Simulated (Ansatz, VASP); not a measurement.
# One calculation of PbS, two programs

INCAR

```
SYSTEM = PbS
ALGO = Normal
EDIFF = 1E-7
ENCUT = 520
GGA = PE
ISIF = 2
ISMEAR = 0
LASPH = .TRUE.
LCHARG = .TRUE.
LELF = .TRUE.
LREAL = .FALSE.
LVHAR = .TRUE.
LWAVE = .FALSE.
NBANDS = 17
NELM = 100
PREC = Accurate
SIGMA = 0.1
```

The input KPOINTS:

```
k-points
0
G
  6 6 4
  0 0 0
```

Contents of POSCAR:

```
PbS
1.0
    4.0916317840      0.0246026985      0.0515925505
   -2.0245093300      3.7383103370     -0.0922136361
    0.0477886661     -0.0710377003      3.7077226470
Pb S
1 1
Direct
    0.0000000000      0.0000000000      0.0000000000
    0.6666666667      0.3333333333      0.5000000000
```

Input for Ansatz:

```yaml
crystal:
  lattice:
    - [4.091631784, 0.0246026985, 0.0515925505]
    - [-2.02450933, 3.738310337, -0.0922136361]
    - [0.0477886661, -0.0710377003, 3.707722647]
  atoms:
    - { symbol: Pb, position: [0.0, 0.0, 0.0] }
    - { symbol: S, position: [0.6666666667, 0.3333333333, 0.5] }
basis:
  ecutwfc: 420
kpoints:
  mp_grid: { grid: [6, 6, 4] }
hamiltonian:
  xc: pbe
scf:
  occupations: { method: gaussian, width: 0.1 }
output:
  forces: true
  stress: true
  eigenvalues: true
```

Alike in both runs: task single point; functional PBE; k mesh 6 × 6 × 4; occupations gaussian, width 0.1 eV; no spin polarisation.

|  | VASP | Ansatz |
| --- | --- | --- |
| version | VASP 6.6.1 | Ansatz 0.2.0 |
| potentials or method | VASP PAW PBE potentials, release 64 (Pb_d, S) | scalar-relativistic, plane waves, PAW |
| plane-wave cutoff (eV) | 520 | 420 |
| valence electrons in the cell | 20 | 20 |

Ansatz gave:

```
gap on the k mesh at the Fermi level (eV)       : none
pressure (GPa)                                  : -1.3
largest component of the traceless stress (GPa) : 2.72
rms of the force components (eV/Å)              : 0.032
```

Question: Estimate VASP's values.

Answer: gap on the k mesh at the Fermi level (eV): none; pressure (GPa): -1.3; largest component of the traceless stress (GPa): 2.71; rms of the force components (eV/Å): 0.031.

Atom by atom the forces differ by 0.000 eV/Å (rms over components). A gap of «none» marks a metal or a gap that the smearing closes.

Caveats: the k mesh is coarse (spacing up to 0.42 Å⁻¹), so the values aren't converged. Spin-orbit coupling is left out, which matters for the levels of Pb.
